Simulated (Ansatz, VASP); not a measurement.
**Ge in VASP and in Ansatz**

```
Ge
1.0
     0.00000    2.96695    2.96695
     2.96695    0.00000    2.96695
     2.96695    2.96695    0.00000
Ge
2
Direct
  0.50000 0.50000 0.50000
  0.75000 0.75000 0.75000
```

Change from the starting cell: strain +0.030 along x and y, +0.030 along z, atoms carried along.

Alike in both runs: task single point; functional PBE; k mesh 18 × 18 × 18; occupations gaussian, width 0.15 eV; no spin polarisation.

|  | VASP | Ansatz |
| --- | --- | --- |
| version | VASP 6.6.1 | Ansatz 0.2.0 |
| potentials or method | VASP PAW PBE potentials, release 64 (Ge_d) | scalar-relativistic, plane waves, PAW |
| plane-wave cutoff (eV) | 520 | 420 |
| valence electrons in the cell | 28 | 28 |

Ansatz gave:

* gap on the k mesh at the Fermi level (eV): none
* pressure (GPa): -4.2

Q: Which values does VASP return?

A: gap on the k mesh at the Fermi level (eV): none; pressure (GPa): -4.3.

A gap of «none» marks a metal or a gap that the smearing closes. With one functional, cell and mesh, what is left measures potentials, basis and numerics.
